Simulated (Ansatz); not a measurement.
Consider AlN (P6_3mc).

The database entry behind the starting cell differs from later determinations by our own check (inner coordinate u about 0.002 short), so it need not match the best structure at ambient conditions.

```
Al N
1.0
     3.11300    0.00000    0.00000
    -1.55650    2.69594    0.00000
     0.00000    0.00000    4.98100
Al N
2 2
Cartesian
  0.0000 1.7973 0.0000
  1.5565 0.8986 2.4905
  0.0000 1.7973 1.8928
  1.5565 0.8986 4.3833
```

The cell and positions come from the Crystallography Open Database and are kept as given unless a step says otherwise. PAW set soft_2, made with PBE.

Gaps computed with Ansatz 0.2.0 without a self-energy: LDA 4.24 eV, PBE 4.21 eV, r2SCAN 4.86 eV and DDH-PBE0 6.06 eV. The mean ε∞ by PBE perturbation theory is 4.51.

Estimate the G0W0@PBE gap with 6×6×4 mesh, 268 empty bands, screening to 200 eV, default PAW files.

About 5.91 eV: on its mesh the run moves the gap from 4.21 eV by +1.70 eV. Among the scalar-relativistic levels given, DDH-PBE0 is nearest (+0.15 eV). One-shot corrections scale roughly with one over ε∞, here 0.22. Bands and cutoff are finite, so the gap is not at the basis limit. The miss can reach some tenths of an eV and take either sign; the mesh is an error of its own.

[Paths, hosts, dates, memory and timing lines, banners, echoed tables and standing remarks are left out of the program output.]

[Logs are printed without paths, hosts, clocks, repeated set-up lines and the standing remarks that a program may print on its own settings, such as how far it seeks lower states.]

[Runs of the session that timed out or met a known fault of the program may be left out.]

[Cells called generated may have been cut or substituted from an entry of the Crystallography Open Database or the Materials Project.]

[Hosts, paths, dates, database ids (printed as entryN), source tags and the programs' standing remarks are cut or masked in the printed files.]
